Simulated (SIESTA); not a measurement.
Pd:

```
Pd
1.0
     0.00000    1.94650    1.94650
     1.94650    0.00000    1.94650
     1.94650    1.94650    0.00000
Pd
1
Direct
  0.00000 0.00000 0.00000
```

Base run:

```yaml
Program: SIESTA 5.4.2
Functional: PBE
Potentials_or_basis: PseudoDojo 0.4 standard (PBE files)
Basis: SZ (energy shift 0.002 Ry)
Grid_cutoff: 800 Ry
Energy_shift: 0.002 Ry
k_mesh: 12 × 12 × 12
Occupations: fermi-dirac, width 0.05 eV
Spin: no spin polarisation
```

Its results: band gap on the k mesh none (metal or under the smearing width); pressure 14.0 GPa.

Problem. The run is repeated on the same cell with these changes: basis from SZ (energy shift 0.002 Ry) to TZP (energy shift 0.002 Ry). What comes out?

Solution. Band gap on the k mesh none (metal or under the smearing width); pressure 6.4 GPa.

Caveats: the basis of atomic orbitals isn't converged, which shifts pressures, moduli and gaps; the basis has no polarisation orbitals (some runs); semicore shells carry a single zeta, which can move pressures by several GPa and volumes by a few percent (some runs).

Not every run made on this cell is shown here.
